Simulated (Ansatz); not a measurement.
# Stack of 1T-PtSe2 under 1T-ZrSSe, shifted by two thirds of the diagonal in a perpendicular field

Wanted: the out-of-plane response of the stack of 1T-PtSe2 under 1T-ZrSSe, shifted by two thirds of the diagonal. A positive field points along +c.

Method: plane-wave DFT, PBE-D3(BJ), Ansatz PAW, in Ansatz 0.2.0.

## (1) Set-up

The cell holds 6 atoms: 3 Se, 1 Pt, 1 Zr and 1 S. Its edges and angles: a = 3.745 Å, b = 3.745 Å, c = 48.370 Å, α = 90.0°, β = 90.0°, γ = 120.0°. Regions: layer 1: 1T-PtSe2, 3 atoms (2 Se and 1 Pt); layer 2: 1T-ZrSSe, 3 atoms (1 Se, 1 Zr and 1 S). Vacuum lies along c.

## (2) Relaxation

The starting cell is a guess, so the in-plane lattice and the atoms are relaxed first, with the slab cut off from its images along the normal.

input.yaml reads:

```yaml
crystal:
  lattice:
    - [3.745, 0.0, 0.0]
    - [-1.8725, 3.2432651372, 0.0]
    - [0.0, 0.0, 48.3699755765]
  atoms:
    - { symbol: Se, position: [0.6666666667, 0.3333333333, 0.4103785409] }
    - { symbol: Pt, position: [0.0, 0.0, 0.4338199192] }
    - { symbol: Se, position: [0.3333333333, 0.6666666667, 0.4572612976] }
    - { symbol: Se, position: [0.3333333333, 0.6666666667, 0.5213506415] }
    - { symbol: Zr, position: [0.6666666667, 0.3333333333, 0.5580403587] }
    - { symbol: S, position: [0.0, 0.0, 0.5896214591] }
  periodic: [true, true, false]
kpoints:
  mp_grid: { grid: [12, 12, 1] }
hamiltonian:
  xc: pbe
  dispersion: d3bj
scf:
  occupations: { method: fermi_dirac, width: 0.05 }
  convergence: { dr2_threshold: 1.0e-09 }
relax:
  f_tol: 0.004
  max_steps: 90
  cell: {}
output:
  write_potential: true
  write_density: true
  volumetric_format: npy
```

On the command line:

```bash
ansatz run input.yaml --threads 2 --pin off --max-ram 3072MiB --backend cpu --events-out ev --progress --plain --runs-dir out
```

Numbers of over 12 decimals in the logs are rounded to 6 here.

The log of the run:

```text
Warning: relax.cell: scf.convergence.dr2_threshold = 1e-9 eV is looser than the 1.7213284658e-10 eV advised for a relaxation that steers and ends on the stress (1e-10 eV for each atom of the cell: 6, times the square of relax.cell.stress_2d_tol = 0.05 N/m over 18.7 Å (the atoms' height at the walk's start and 5 Å past either face), 2.678e-2 GPa, over a crystal's default 0.05). What an SCF threshold leaves in a stress goes as its square root, and in the free energy as the threshold itself, and one threshold admits the most on a small cell: [figures from the program's tests cut] Set scf.convergence.dr2_threshold to 1.7213284658e-10 eV or tighter. [rest of the remark cut]
Engine: ansatz 0.2.0, x86_64-unknown-linux-gnu
Pseudopotentials: kind: paw
Pseudopotential: Se, paw, valence charge 16, recommended cutoff 420 eV (normal), Se.paw.azcp
Pseudopotential: Pt, paw, valence charge 18, recommended cutoff 420 eV (normal), Pt.paw.azcp
Pseudopotential: Zr, paw, valence charge 12, recommended cutoff 420 eV (normal), Zr.paw.azcp
Pseudopotential: S, paw, valence charge 6, recommended cutoff 420 eV (normal), S.paw.azcp
Functional definition: PBE
  parameter kappa = 0.804
  parameter beta = 0.066725
  exchange = pbe_x(kappa = kappa, mu = beta*pi^2/3)
  correlation = pbe_c(beta = beta)
Crystal: 6 atoms, lattice volume = 587.503 Å³
Basis set: ecut = 420 eV, 11573 PW (Γ), exchange–correlation on 54×54×648 points (8 copies of the dense FFT grid, shifted against one another)
Bands: 51, of which v1, the nominal top of the filled ones, is band 42 counted from 1 (41 counted from 0)
Symmetry: 6 space group operations
Space group: P3m1 (ITA 156), of the structure as read, at distance tolerance 8.4e-5 Å
k-points: 19 of 144 (time reversal used)
Non-local potential: Se, projectors of the file, l = 0: 2, l = 1: 2, l = 2: 3, l = 3: 1
Non-local potential: Pt, projectors of the file, l = 0: 3, l = 1: 2, l = 2: 2, l = 3: 1
Non-local potential: Zr, projectors of the file, l = 0: 3, l = 1: 2, l = 2: 2, l = 3: 2
Non-local potential: S, projectors of the file, l = 0: 2, l = 1: 2, l = 2: 2
PAW form: soft (Blöchl's): semilocal exchange-correlation on the pseudo side does not see the compensation charge
PAW one-centre angular grid: Se, 590 points (default); XC on 64 Gauss nodes
PAW one-centre angular grid: Pt, 590 points (default); XC on 64 Gauss nodes
PAW one-centre angular grid: Zr, 590 points (default); XC on 64 Gauss nodes
PAW one-centre angular grid: S, 110 points (default); XC on 64 Gauss nodes
Initial density: superposition of atomic densities (neutral atoms: chi_scale 0, normalization atom), corrected by the library's trained network
Initial wavefunctions: pseudopotential atomic-orbital guess
Functional: x = pbe(κ = 0.804, μ = 0.219515), c = pbe(β = 0.066725)
SCF iter   1: F=—  HF=-34022.983081 eV  |F-HF|=—  |Δ(HF+E_count)|=         —  Δρ=1.55e-3  dr2=2.66e-1  ethr=1.77e-3  ⟨swp⟩=15.1  Hψ=5593  notcnv=0  defer=11
preconditioner: auto → Resta (q_TF=auto, 1.973 Å⁻¹)  ε∞=2.2  [insulator: Δε(μ)=0.457 eV  Ē_g=8.608 eV  σ=0.050 eV  W_gap=0.98  n_scr=60 (ndim 8)  ℏωp=9.4 eV  f_vac=0.749  D(μ)=0.03/eV (n_scr^D=0)  ε∞_Penn≈2.2  vacuum switching on, ρ_ref=5.4e-3 e/Å³]
SCF iter   2: F=—  HF=-34023.124654 eV  |F-HF|=—  |Δ(HF+E_count)|=   1.42e-1  Δρ=5.48e-3  dr2=6.40e0  ethr=3.17e-4  ⟨swp⟩=4.1  Hψ=1893  notcnv=0  defer=41  recentre
preconditioner: auto → LDOS  [metal: Δε(μ)=0.051 eV  Ē_g=8.293 eV  σ=0.050 eV  W_gap=0.25  n_scr=60 (ndim 8)  ℏωp=9.4 eV  f_vac=0.749  D(μ)=3.38/eV (n_scr^D=14)  β→1.0]
SCF iter   3: F=—  HF=-34022.975986 eV  |F-HF|=—  |Δ(HF+E_count)|=   1.49e-1  Δρ=1.17e-3  dr2=1.73e-1  ethr=3.17e-4  ⟨swp⟩=3.6  Hψ=1606  notcnv=0  defer=42
SCF iter   4: F=—  HF=-34022.963140 eV  |F-HF|=—  |Δ(HF+E_count)|=   1.28e-2  Δρ=6.56e-4  dr2=4.38e-2  ethr=2.07e-4  ⟨swp⟩=2.6  Hψ=1323  notcnv=0  defer=34
SCF iter   5: F=—  HF=-34022.960009 eV  |F-HF|=—  |Δ(HF+E_count)|=   3.13e-3  Δρ=2.26e-4  dr2=2.69e-3  ethr=5.22e-5  ⟨swp⟩=2.7  Hψ=1412  notcnv=0  defer=34
SCF iter   6: F=—  HF=-34022.959868 eV  |F-HF|=—  |Δ(HF+E_count)|=   1.42e-4  Δρ=1.10e-4  dr2=3.09e-4  ethr=3.20e-6  ⟨swp⟩=2.9  Hψ=1570  notcnv=0  defer=34
SCF iter   7: F=—  HF=-34022.959909 eV  |F-HF|=—  |Δ(HF+E_count)|=   4.14e-5  Δρ=7.42e-5  dr2=5.65e-4  ethr=3.68e-7  ⟨swp⟩=3.3  Hψ=1685  notcnv=0  defer=34
SCF iter   8: F=—  HF=-34022.959872 eV  |F-HF|=—  |Δ(HF+E_count)|=   3.72e-5  Δρ=2.61e-5  dr2=2.37e-5  ethr=3.68e-7  ⟨swp⟩=2.5  Hψ=1071  notcnv=0  defer=34
SCF iter   9: F=—  HF=-34022.959849 eV  |F-HF|=—  |Δ(HF+E_count)|=   2.32e-5  Δρ=1.97e-5  dr2=3.26e-5  ethr=2.82e-8  ⟨swp⟩=3.0  Hψ=1656  notcnv=0  defer=34
SCF iter  10: F=—  HF=-34022.959847 eV  |F-HF|=—  |Δ(HF+E_count)|=   1.98e-6  Δρ=6.21e-6  dr2=9.50e-7  ethr=2.82e-8  ⟨swp⟩=2.8  Hψ=1196  notcnv=0  defer=34
SCF iter  11: F=—  HF=-34022.960064 eV  |F-HF|=—  |Δ(HF+E_count)|=   2.18e-4  Δρ=1.77e-6  dr2=3.57e-8  ethr=1.13e-9  ⟨swp⟩=3.4  Hψ=1684  notcnv=0  defer=34
SCF iter  12: F=—  HF=-34022.960064 eV  |F-HF|=—  |Δ(HF+E_count)|=   2.01e-8  Δρ=7.98e-7  dr2=2.55e-9  ethr=4.25e-11  ⟨swp⟩=3.6  Hψ=1857  notcnv=0  defer=34
SCF iter  13: F=-34022.960064 eV  HF=-34022.960064 eV  |F-HF|=3.14e-9  |Δ(HF+E_count)|=   1.00e-8  Δρ=3.11e-7  dr2=7.42e-10  ethr=1.19e-12  ⟨swp⟩=12.2  Hψ=7268  notcnv=0
SCF 1 converged in 13 iterations: F = -34022.960064 eV  dr2 = 7.42e-10
  greatest PAW one-centre occupation: 1.000 electrons in one spin orbital (limit 2), on the Pt atom at site 1 (counted from 0), in its partial waves of l = 0
relax step   1: F+E_penalty+E_count = -34022.96006448 eV  Δ(F+E_penalty+E_count) = +0.000e0 eV  max|allowed force component| = 2.164e0 eV/Å  Δτ_max = 0.0000 Å  P = +1.928 N/m  Ω = 587.503 Å³  fix = [c, alpha, beta]  reactions: c +0.000 N/m  (13 SCF iters, accepted)
Crystal: 6 atoms, lattice volume = 586.889 Å³
Basis set: ecut = 420 eV, 11549 PW (Γ), exchange–correlation on 54×54×648 points (8 copies of the dense FFT grid, shifted against one another)
Initial density: handed on by an earlier stage of this run
Initial wavefunctions: those handed on with the density
iter 1 solved again at ethr=2.73e-4 eV; its pass at ethr=3.10e-3 eV (dr2=2.29e-1 eV) is discarded
SCF iter   1: F=—  HF=-34023.571785 eV  |F-HF|=—  |Δ(HF+E_count)|=         —  Δρ=4.60e-3  dr2=2.31e-1  ethr=2.73e-4  ⟨swp⟩=3.3  Hψ=5393  notcnv=0
preconditioner: auto → Resta (q_TF=auto, 1.973 Å⁻¹)  ε∞=2.3  [insulator: Δε(μ)=0.476 eV  Ē_g=8.384 eV  σ=0.050 eV  W_gap=0.98  n_scr=60 (ndim 8)  ℏωp=9.4 eV  f_vac=0.748  D(μ)=0.05/eV (n_scr^D=0)  ε∞_Penn≈2.3  vacuum switching on, ρ_ref=5.1e-3 e/Å³]
[...]
SCF iter  14: F=—  HF=-34023.587671 eV  |F-HF|=—  |Δ(HF+E_count)|=   1.94e-9  Δρ=2.17e-7  dr2=1.29e-9  ethr=9.95e-12  ⟨swp⟩=3.0  Hψ=1465  notcnv=0  defer=43
SCF iter  15: F=-34023.587671 eV  HF=-34023.587671 eV  |F-HF|=4.37e-10  |Δ(HF+E_count)|=  2.76e-10  Δρ=1.32e-7  dr2=2.33e-10  ethr=1.19e-12  ⟨swp⟩=10.2  Hψ=6151  notcnv=0
SCF 3 converged in 15 iterations: F = -34023.587671 eV  dr2 = 2.33e-10
relax step   3: F+E_penalty+E_count = -34023.58767124 eV  Δ(F+E_penalty+E_count) = -6.289e-2 eV  max|allowed force component| = 1.038e-1 eV/Å  Δτ_max = 0.1934 Å  P = -0.565 N/m  Ω = 579.251 Å³  energy of the carried Pulay correction = +2.816e-4 eV  fix = [c, alpha, beta]  reactions: c -0.000 N/m  (15 SCF iters, accepted)
[...]
relax step   4: F+E_penalty+E_count = -34023.59004248 eV  Δ(F+E_penalty+E_count) = -2.371e-3 eV  max|allowed force component| = 1.295e-1 eV/Å  Δτ_max = 0.0573 Å  P = +0.042 N/m  Ω = 571.062 Å³  energy of the carried Pulay correction = +5.651e-4 eV  fix = [c, alpha, beta]  reactions: c +0.000 N/m  (12 SCF iters, accepted)
[...]
relax step   5: F+E_penalty+E_count = -34023.59245620 eV  Δ(F+E_penalty+E_count) = -2.414e-3 eV  max|allowed force component| = 5.470e-2 eV/Å  Δτ_max = 0.0570 Å  P = +0.222 N/m  Ω = 573.475 Å³  energy of the carried Pulay correction = +4.811e-4 eV  fix = [c, alpha, beta]  reactions: c +0.000 N/m  (11 SCF iters, accepted)
[...]
relax step   6: F+E_penalty+E_count = -34023.59306599 eV  Δ(F+E_penalty+E_count) = -6.098e-4 eV  max|allowed force component| = 2.137e-3 eV/Å  Δτ_max = 0.0203 Å  P = +0.004 N/m  Ω = 573.849 Å³  energy of the carried Pulay correction = +4.682e-4 eV  fix = [c, alpha, beta]  reactions: c +0.000 N/m  (11 SCF iters, accepted)
Basis set: ecut = 420 eV, 11213 PW (Γ), exchange–correlation on 50×50×648 points (8 copies of the dense FFT grid, shifted against one another)
Initial wavefunctions: pseudopotential atomic-orbital guess (no wavefunctions were taken with the density)
iter 1 solved again at ethr=2.34e-7 eV; its pass at ethr=3.10e-3 eV (dr2=1.96e-4 eV) is discarded
SCF iter   1: F=—  HF=-34023.592420 eV  |F-HF|=—  |Δ(HF+E_count)|=         —  Δρ=1.59e-5  dr2=2.25e-7  ethr=2.34e-7  ⟨swp⟩=6.1  Hψ=9574  notcnv=0
preconditioner: auto → Resta (q_TF=auto, 1.981 Å⁻¹)  ε∞=2.3  [insulator: Δε(μ)=0.591 eV  Ē_g=8.367 eV  σ=0.050 eV  W_gap=0.99  n_scr=60 (ndim 8)  ℏωp=9.6 eV  f_vac=0.738  D(μ)=0.02/eV (n_scr^D=0)  ε∞_Penn≈2.3  vacuum switching on, ρ_ref=5.1e-3 e/Å³]
SCF iter   2: F=—  HF=-34023.592605 eV  |F-HF|=—  |Δ(HF+E_count)|=   1.86e-4  Δρ=7.93e-6  dr2=5.96e-8  ethr=2.68e-10  ⟨swp⟩=4.7  Hψ=2881  notcnv=0
SCF iter   3: F=—  HF=-34023.592605 eV  |F-HF|=—  |Δ(HF+E_count)|=   6.18e-8  Δρ=2.17e-6  dr2=7.47e-8  ethr=7.09e-11  ⟨swp⟩=3.0  Hψ=2089  notcnv=0
SCF iter   4: F=—  HF=-34023.592605 eV  |F-HF|=—  |Δ(HF+E_count)|=   4.85e-9  Δρ=1.04e-6  dr2=1.10e-8  ethr=7.09e-11  ⟨swp⟩=2.5  Hψ=1352  notcnv=0
SCF iter   5: F=—  HF=-34023.592605 eV  |F-HF|=—  |Δ(HF+E_count)|=  5.53e-10  Δρ=4.79e-7  dr2=4.09e-9  ethr=1.30e-11  ⟨swp⟩=3.0  Hψ=1479  notcnv=0
SCF iter   6: F=-34023.592605 eV  HF=-34023.592605 eV  |F-HF|=1.09e-10  |Δ(HF+E_count)|=  3.64e-11  Δρ=2.22e-7  dr2=4.62e-10  ethr=1.19e-12  ⟨swp⟩=14.4  Hψ=7473  notcnv=0
SCF 7 converged in 6 iterations: F = -34023.592605 eV  dr2 = 4.62e-10
relax step   7: F+E_penalty+E_count = -34023.59260526 eV  Δ(F+E_penalty+E_count) = +4.607e-4 eV  max|allowed force component| = 2.050e-3 eV/Å  Δτ_max = 0.0000 Å  P = +0.004 N/m  Ω = 573.849 Å³  fix = [c, alpha, beta]  reactions: c +0.000 N/m  stress off target by 4.30e-3 N/m on what of the cell is left free  SCF on the basis re-selected at this cell (its energy is not comparable with the rows above)  (6 SCF iters)
basis re-selected at this cell: Δ(F+E_penalty+E_count) = +4.607e-4 eV, ΔP = -0.000 N/m vs the last step (what re-selecting the basis moved, of the pressure what is left beyond the Pulay correction that the steps carried, after the strain that the cell walked since its last selection, with what the two solves' SCF thresholds leave and, on support functions, any second-order correction that the steps lacked; it is no measure of the basis error at this ecutwfc). The dense FFT grid was sized anew with the basis: this SCF ran on 25×25×324 points, the steps before it on 27×27×324, so part of this shift can come from that change (see relax.cell in the input reference). [rest of the remark cut]
WARN: The output density's exchange-correlation potential varies sharply where the density is thin. Do not read a vacuum level from v_tot or v_xc, or from such a field of the output density. On a cell that repeats whose density bears no net charge and no dipole along the vacuum's axis use v_es (v_loc + v_h of the components); under efield.dipole_correction with no amplitude use v_es + v_field, which holds any externa [...]
SCF converged after 6 iterations
Free energy (F): -34023.592605 eV
Harris-Foulkes:  -34023.592605 eV  (|F-HF|=1.09e-10)
Internal energy: -34023.592228 eV  (E = F + TS)
E sigma→0 (E₀):  -34023.592417 eV
Entropy (-TS):   -0.000378 eV (-0.063 meV/atom)
Fermi energy:    -5.353453 eV
--- Per-component energies (eV) ---
  E_band       = -2853.450671
  E_kinetic    = 1432.442778
  E_local      = -467917.956163  (includes V_loc(G=0)·N_el)
  E_nonlocal   = -1480.633878
  E_hartree    = 232853.600300
  E_xc         = -834.112709
  E_vxc        = -876.805100  (∫ρ·V_xc dr)
  E_paw        = -18742.238100  (= ΣΔE_a)
  E_vpaw       = 282.308399  (= ΣTr[D̂ρ^β])
  E_aug_tail   = -0.001543  (compensation charges beyond the density's cutoff)
  E_ewald      = 220667.234058
  E_disp       = -1.926970  (pairwise vdW)
  E_smearing   = -0.000378  (= −TS)
  E_closure    = -0.000000  (closes the sum)
  Σ components = -34023.592605   (vs F -34023.592605, Δ=0.00e0)
--- Forces (eV/Å), atoms counted from 1 ---
  atom   1  Se     0.00000000     0.00000000     0.00204958
  atom   2  Pt     0.00000000    -0.00000000     0.00034048
  atom   3  Se     0.00000000    -0.00000000     0.00060170
  atom   4  Se     0.00000000     0.00000000    -0.00084444
  atom   5  Zr     0.00000000    -0.00000000    -0.00034479
  atom   6  S      0.00000000    -0.00000000    -0.00180504
  max |Σ_I F_I| component: 2.51e-6 eV/Å
--- 2D stress c σ (N/m, compression-positive) ---
        0.004297       0.000000       0.000000
        0.000000       0.004297      -0.000000
        0.000000      -0.000000       0.000000
  P = ½ c Tr σ = 0.0043 N/m
--- Band table (eV; the first three rows and the last of 19) ---
  k-point 0: bands = [... 38 lower, -5.7924, -5.7924, -5.7092, -5.7092, -4.4789, -4.4789, -3.6972, -2.7739, ... 5 higher]
  k-point 1: bands = [... 38 lower, -6.0103, -6.0020, -5.7330, -5.7323, -4.4035, -4.2057, -3.5535, -3.2734, ... 5 higher]
  k-point 2: bands = [... 38 lower, -6.3880, -5.9805, -5.8046, -5.6934, -4.4991, -4.1038, -3.7270, -3.2459, ... 5 higher]
  k-point 18: bands = [... 38 lower, -7.8644, -7.7429, -6.7222, -6.6448, -3.9895, -3.9692, -3.7041, -3.1754, ... 5 higher]
  the weakly bound empty levels are not read free of the cell's end (no_gap_told)
--- Relaxed structure (6 steps of the walk, 6 accepted, 1 SCFs on fresh bases) ---
  F+E_penalty+E_count = -34023.59260526 eV   max|allowed force component| = 2.050e-3 eV/Å   (the final SCF, on the basis selected at the relaxed cell)
  cell:  # Å, volume = 573.8490 Å³
    - [3.701226, -1.6199793102642552e-18, 0]
    - [-1.850613, 3.205355, 0]
    - [0, 0, 48.3699755765]
  atoms:
    - { symbol: Se, position: [0.666667, 0.333333, 0.401427] }
    - { symbol: Pt, position: [-2.3550413538349915e-18, 0, 0.428893] }
    - { symbol: Se, position: [0.333333, 0.666667, 0.456261] }
    - { symbol: Se, position: [0.333333, 0.666667, 0.528981] }
    - { symbol: Zr, position: [0.666667, 0.333333, 0.562946] }
    - { symbol: S, position: [1.1193154952580903e-18, 0, 0.591963] }
```

The job ended after 8.8 min (2 threads of Intel Xeon at 2.50GHz (Skylake/Cascade Lake), shared host; peak memory 1.1 GiB).

The steps of the relaxation:

```
step  energy less that of the first step (eV)  largest force component (eV/Å)  volume (Å³)
   1                                   0.0000                          2.1639       587.50
   2                                  -0.5647                          0.2366       586.89
   3                                  -0.6276                          0.1038       579.25
   4                                  -0.6300                          0.1295       571.06
   5                                  -0.6324                          0.0547       573.48
   6                                  -0.6330                          0.0021       573.85
  7*                                  -0.6325                          0.0021       573.85
```

Relaxation steps marked * repeat the geometry before them on a plane-wave basis chosen anew for their cell, so energy and pressure can jump there.

The run keeps the 6 symmetry operations that it works with, so distortions that break them were not tested.

```csv
cell as run,before,after,change
a (Å),3.745,3.701,-1.2 %
b (Å),3.745,3.701,-1.2 %
```

The atoms that moved most (Å, along periodic axes as changes of fractional coordinates times the final cell, across vacuum about the mean position):

| atom | dx | dy | dz | length |
| --- | --- | --- | --- | --- |
| Se1 | 0.000 | 0.000 | -0.433 | 0.433 |
| Se4 | 0.000 | 0.000 | 0.369 | 0.369 |
| Pt2 | 0.000 | 0.000 | -0.238 | 0.238 |
| Zr5 | 0.000 | 0.000 | 0.237 | 0.237 |
| S6 | 0.000 | 0.000 | 0.113 | 0.113 |
| Se3 | 0.000 | 0.000 | -0.048 | 0.048 |

The relaxed structure:

```cif
data_structure
_symmetry_space_group_name_H-M 'P 1'
_symmetry_Int_Tables_number 1
_cell_length_a 3.7012
_cell_length_b 3.7012
_cell_length_c 48.3700
_cell_angle_alpha 90.000
_cell_angle_beta 90.000
_cell_angle_gamma 120.000
_cell_volume 573.85
loop_
_atom_site_label
_atom_site_type_symbol
_atom_site_fract_x
_atom_site_fract_y
_atom_site_fract_z
_atom_site_occupancy
Se1 Se 0.66667 0.33333 0.40143 1
Pt2 Pt 0.00000 0.00000 0.42889 1
Se3 Se 0.33333 0.66667 0.45626 1
Se4 Se 0.33333 0.66667 0.52898 1
Zr5 Zr 0.66667 0.33333 0.56295 1
S6 S 0.00000 0.00000 0.59196 1
```

This step gave:

* energy at zero smearing: -34023.5924 eV

The lattice constant a goes from 3.745 to 3.701 Å.

[end of part 1 of 2]

[Logs are printed without paths, hosts, clocks, repeated set-up lines and the standing remarks that a program may print on its own settings, such as how far it seeks lower states.]

[Hosts, paths, dates, database ids (printed as entryN), source tags and the programs' standing remarks are cut or masked in the printed files.]

[Maps of the electrostatic potential energy from Ansatz leave out the sawtooth potential of an applied field or a dipole correction, so their vacuum need not be flat; planar profiles and work functions include it.]
